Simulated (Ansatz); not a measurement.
Bi2Te3: pressure against volume, fitted

```
CELL_PARAMETERS angstrom
2.20850 1.27508 9.94667
-2.20850 1.27508 9.94667
0.00000 -2.55016 9.94667
ATOMIC_POSITIONS crystal
Bi 0.81200 0.81200 0.81200
Bi 0.40200 0.40200 0.40200
Te 0.61100 0.61100 0.61100
Te 0.20000 0.20000 0.20000
Te 0.00000 0.00000 0.00000
```

Atoms are numbered in the order listed.

Conventional cell: a = 4.417 Å, b = 4.417 Å, c = 29.840 Å, α = 90.00°, β = 90.00°, γ = 120.00°. Around Bi (atom 1) lie 3 Te at 3.03 Å and 3 Bi at 3.43 Å. Around Bi (atom 2) lie 3 Te at 3.27 Å and 3 Bi at 3.43 Å. Te (atom 3) has 6 Te at 3.04 to 3.45 Å as nearest neighbours. Te (atom 4) is surrounded by 3 Bi at 3.03 Å and 3 Te at 3.45 Å. Around Te (atom 5) lie 3 Te at 3.04 Å and 3 Bi at 3.27 Å.

The cell comes from COD entry 9012858, which wasn't checked; take it as a given geometry.

Spin–orbit coupling is left out, though it moves levels of the heavy atoms by tenths of an eV or more.

All numbers below come from Ansatz 0.2.0, DFT, LDA, all-electron LAPW, scalar-relativistic.

Sampling and basis: a Γ-centred 8×8×8 k mesh, Fermi–Dirac smearing of 0.08 eV, basis error target 1 meV/atom, no spin polarisation.

The cell is scaled evenly. Fractional coordinates are held (clamped ions).

| V (Å³/atom) | P (GPa) |
| --- | --- |
| 31.595 | 1.48 |
| 32.267 | 0.23 |
| 32.940 | -0.88 |
| 33.276 | -1.39 |
| 33.612 | -1.87 |
| 33.948 | -2.32 |
| 34.284 | -2.75 |
| 34.956 | -3.53 |

(1) Fit a third-order Birch–Murnaghan curve to the pressures.

(2) Predict the pressure at the withheld volume, 35.629 Å³/atom.

## Answers

(1) P = (3B0/2)(y^(7/2) − y^(5/2))[1 + (3/4)(B0′ − 4)(y − 1)] with y = (V0/V)^(2/3) fits within 0.01 GPa for V0 = 32.400 Å³/atom, B0 = 55.5 GPa and B0′ = 4.65.

(2) There y = 0.9386, so the fit gives -4.23 GPa; the run gave -4.22 GPa.
